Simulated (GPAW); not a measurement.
The system is Cu.

```
Cu
1.0
     0.00000    1.80750    1.80750
     1.80750    0.00000    1.80750
     1.80750    1.80750    0.00000
Cu
1
Direct
  0.00000 0.00000 0.00000
```

Base run:

* Program: GPAW 26.7.0
* Functional: r2SCAN
* Potentials or basis: GPAW PAW data sets (gpaw-data 1.2.1)
* Cutoff: 450 eV
* Basis: pw
* k mesh: 10 × 10 × 10
* Occupations: fermi-dirac, width 0.01 eV
* Spin: no spin polarisation

Its results: band gap on the k mesh none (metal or under the smearing width); pressure -7.6 GPa.

Q: The run is repeated on the same cell with these changes: functional from r2SCAN to LDA; potentials or basis from GPAW PAW data sets (gpaw-data 1.2.1) to the program's PAW data sets (release 1.2.1) made for this functional; cutoff from 450 eV to 500 eV. What comes out?

A: Band gap on the k mesh none (metal or under the smearing width); pressure -12.3 GPa.

Caveats: with this Cu data set, volumes or pressures lay over 1.5 % or 2 GPa off other programs in two to four cells of ten; the cutoff is short for stress and forces, so pressures can be off by a GPa or more; the PAW data sets were made with another functional, which shifts forces and pressure a little (some runs).
